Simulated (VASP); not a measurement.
# Ca: molecular dynamics with a thermostat

Ca, P6_3/mmc (no. 194), 8 atoms in the cell. PBE, molecular dynamics; PAW potentials Ca_pv (PBE set).

Ensemble: Nose-Hoover chain; Target temperature (K): 1600.

## Input

INCAR:
```
SYSTEM = Ca
  GGA = PE
  PREC = Normal
  ENCUT = 200
  EDIFF = 1E-6
  NELMIN = 4
  NELM = 60
  ALGO = Fast
  LREAL = Auto
  LASPH = .TRUE.
  ISMEAR = -1
  SIGMA = 0.069
  ISYM = 0
  LWAVE = .FALSE.
  LCHARG = .FALSE.
  IBRION = 0
  NSW = 60
  POTIM = 2.0
  TEBEG = 1600
  ISIF = 2
  RANDOM_SEED = 883728 0 0
  MDALGO = 4
  NHC_NCHAINS = 3
  NHC_PERIOD = 30
  KPAR = 2
```

KPOINTS:
```
k-points
0
Monkhorst-Pack
  2 2 2
```

POSCAR:
```
Ca
1.0
    7.9600000000      0.0000000000      0.0000000000
   -3.9800000000      6.8935622142      0.0000000000
    0.0000000000      0.0000000000      6.5200000000
Ca
8
Direct
    0.3333333333      0.1666666666      0.7500000000
    0.3333333333      0.6666666666      0.7500000000
    0.8333333333      0.1666666666      0.7500000000
    0.8333333333      0.6666666666      0.7500000000
    0.1666666666      0.3333333334      0.2500000000
    0.1666666666      0.8333333333      0.2500000000
    0.6666666666      0.3333333334      0.2500000000
    0.6666666666      0.8333333333      0.2500000000
```

Commands:
```
cat potpaw_PBE.64/Ca_pv/POTCAR > POTCAR
mpirun -np 2 vasp_std > vasp.out
```

## Result

- Mean temperature (K): 862
- Rise of the mean potential energy above the start (meV/atom): 107.3
- Electronic steps per ionic step after the first: 5.9

Course of the run:

| Time (fs) | Temperature (K) | Potential energy less the first (meV/atom) |
|---|---|---|
| 2 | 1600 | 0.0 |
| 12 | 1522 | 8.9 |
| 20 | 1361 | 27.6 |
| 30 | 1078 | 61.1 |
| 38 | 831 | 91.5 |
| 48 | 552 | 127.4 |
| 56 | 388 | 150.0 |
| 66 | 290 | 166.7 |
| 74 | 310 | 169.6 |
| 84 | 462 | 161.5 |
| 92 | 660 | 148.5 |
| 102 | 942 | 129.7 |
| 110 | 1149 | 116.7 |
| 120 | 1347 | 106.6 |

REPORT:
```
MDALGO =   4
           NHC_NCHAINS =   3
            NHC_PERIOD =    30
            NHC_NRESPA =    1
                NHC_NS =  1
               SCALING =       0
                 CNEXP =     9.000   14.000
           RANDOM_SEED =            883728                0                0

   original number of atomic DOF:         21
   number of independent constraints:      0
   number of active DOF:                  21

========================================
         MD step No.       1
========================================

  Atomic velocities initialized by STEP_tb

  >Nose-Hoover_chains
                       xs       vs(fs^-1)
   nhc_s>  -0.43843636E-10  -0.87678138E-10
   nhc_s>  -0.13889371E-03  -0.27779707E-03
   nhc_s>  -0.13888889E-03  -0.27773919E-03

  >Energies
                    E_tot             E_pot             E_kin               EPS                ES
   e_b>   -0.14065892E+02   -0.15513612E+02    0.14477203E+01    0.38296832E-04   -0.38300284E-04

  >Temperature
               T_sim     T_inst
   tmprt>   1600.000   1599.999

           RANDOM_SEED =            883728               48                0

[... steps left out ...]

========================================
         MD step No.      60
========================================

  >Nose-Hoover_chains
                       xs       vs(fs^-1)
   nhc_s>  -0.58242021E+00  -0.39329341E-02
   nhc_s>   0.12978122E+01   0.27514134E-01
   nhc_s>   0.55214660E-01   0.49559061E-01

  >Energies
                    E_tot             E_pot             E_kin               EPS                ES
   e_b>   -0.14063924E+02   -0.14660559E+02    0.12183935E+01    0.87805230E+00   -0.14998108E+01

  >Temperature
               T_sim     T_inst
   tmprt>   1600.000   1346.551

           RANDOM_SEED =            883728               48                0
```

OSZICAR:
```
N       E                     dE             d eps       ncg     rms          rms(c)
DAV:   1     0.485577694592E+03    0.48558E+03   -0.17037E+04   998   0.143E+03
DAV:   2     0.593759630145E+02   -0.42620E+03   -0.42174E+03   912   0.399E+02
DAV:   3    -0.103395820072E+02   -0.69716E+02   -0.68324E+02  1084   0.180E+02
DAV:   4    -0.151765446762E+02   -0.48370E+01   -0.46589E+01  1232   0.518E+01
DAV:   5    -0.154343708064E+02   -0.25783E+00   -0.25278E+00  1314   0.126E+01    0.207E+00
RMM:   6    -0.154758954305E+02   -0.41525E-01   -0.12693E-01  1061   0.347E+00    0.117E+00
RMM:   7    -0.155078811992E+02   -0.31986E-01   -0.10154E-01  1075   0.298E+00    0.141E-01
RMM:   8    -0.155122277166E+02   -0.43465E-02   -0.44343E-02  1404   0.113E+00    0.585E-02
RMM:   9    -0.155130878663E+02   -0.86015E-03   -0.77515E-03  1447   0.388E-01    0.212E-02
RMM:  10    -0.155134167831E+02   -0.32892E-03   -0.29956E-03  1451   0.170E-01    0.724E-03
RMM:  11    -0.155135207908E+02   -0.10401E-03   -0.99255E-04  1452   0.817E-02    0.661E-03
RMM:  12    -0.155135672353E+02   -0.46444E-04   -0.44938E-04  1444   0.442E-02    0.389E-03
[... left out ...]
[... last step whole ...]
       N       E                     dE             d eps       ncg     rms          rms(c)
DAV:   1    -0.146601261711E+02   -0.10002E-01   -0.14672E-02  1164   0.338E+00    0.678E-03
RMM:   2    -0.146604352400E+02   -0.30907E-03   -0.30914E-03  1042   0.439E-01    0.551E-03
RMM:   3    -0.146605266974E+02   -0.91457E-04   -0.81721E-04  1184   0.173E-01    0.393E-03
RMM:   4    -0.146605573244E+02   -0.30627E-04   -0.28004E-04  1440   0.852E-02    0.363E-03
RMM:   5    -0.146605587189E+02   -0.13945E-05   -0.15548E-05  1029   0.221E-02    0.175E-03
RMM:   6    -0.146605591026E+02   -0.38364E-06   -0.43523E-06   679   0.113E-02
     60 T=  1347. E= -.14054378E+02 F= -.14660559E+02 E0= -.14607166E+02  EK= 0.12279E+01 SP= -.15E+01 SK= 0.88E+00
```

Limits: 120 fs of 8 atoms are too short for converged averages.

VASP 6.6.1 took 484 s on 2 cores (Intel Xeon Platinum 8488C (Sapphire Rapids)), a shared host.
